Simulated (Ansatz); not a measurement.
# BaTiO3: the cost of one run

Program: Ansatz 0.2.0. Level of theory: reference: DFT r2SCAN, plane waves, PAW, scalar-relativistic, no spin polarisation. These are calculated values, not measurements.

## 1. The structure to begin with

The structure is trigonal, space group R3m (No. 160). The conventional cell has a = 5.729 Å, b = 5.729 Å, c = 7.046 Å, α = 90.00°, β = 90.00°, γ = 120.00°. Ba (site symmetry 3m) is surrounded by 12 O at 2.81 to 2.94 Å. Around Ti (site symmetry 3m) lie 6 O at 1.90 to 2.16 Å. O (site symmetry m) has 2 Ti at 1.90 to 2.16 Å as nearest neighbours.

As a file:

```
Ba Ti O
1.0
     4.05661    0.00000    0.00000
     0.01133    4.05659    0.00000
     0.02266    0.02259    8.11316
Ba Ti O
2 2 6
Direct
  0.00000 0.00000 0.00000
  0.00000 0.00000 0.50000
  0.48800 0.48800 0.24400
  0.48800 0.48800 0.74400
  0.51160 0.51160 0.00975
  0.51160 0.51160 0.50975
  0.01950 0.51160 0.25580
  0.01950 0.51160 0.75580
  0.51160 0.01950 0.25580
  0.51160 0.01950 0.75580
```

## 2. Reference

File input.yaml:

```yaml
crystal:
  lattice:
    - [4.0566109, 0.0, 0.0]
    - [0.01132803, 4.05659064, 0.0]
    - [0.02265606, 0.02259527, 8.11316101]
  atoms:
    - { symbol: Ba, position: [0.0, 0.0, 0.0] }
    - { symbol: Ba, position: [0.0, 0.0, 0.5] }
    - { symbol: Ti, position: [0.488, 0.488, 0.244] }
    - { symbol: Ti, position: [0.488, 0.488, 0.744] }
    - { symbol: O, position: [0.5116, 0.5116, 0.00975] }
    - { symbol: O, position: [0.5116, 0.5116, 0.50975] }
    - { symbol: O, position: [0.0195, 0.5116, 0.2558] }
    - { symbol: O, position: [0.0195, 0.5116, 0.7558] }
    - { symbol: O, position: [0.5116, 0.0195, 0.2558] }
    - { symbol: O, position: [0.5116, 0.0195, 0.7558] }
  symmetry: { tolerance: 0.0003 }
kpoints:
  mp_grid: { grid: [5, 5, 3], shift: [0, 0, 0] }
magnetization:
  spin_polarized: false
scf:
  occupations: { method: fermi_dirac }
hamiltonian:
  pseudopotentials: { kind: paw }
  xc: r2scan
basis:
  ecutwfc: 500
output:
  forces: true
  stress: true
  eigenvalues: true
  write_density: true
  write_potential: true
  elf: true
  volumetric_format: npy
```

Started as:

```console
$ ansatz run input.yaml --threads 1 --pin off --max-ram 2560MiB --backend cpu --events-out ev --progress --plain --runs-dir out
```

Q: Estimate wall time and peak memory on 1 thread of Arm Neoverse V1, shared host.

About 62 s, with a peak of 0.61 GiB.
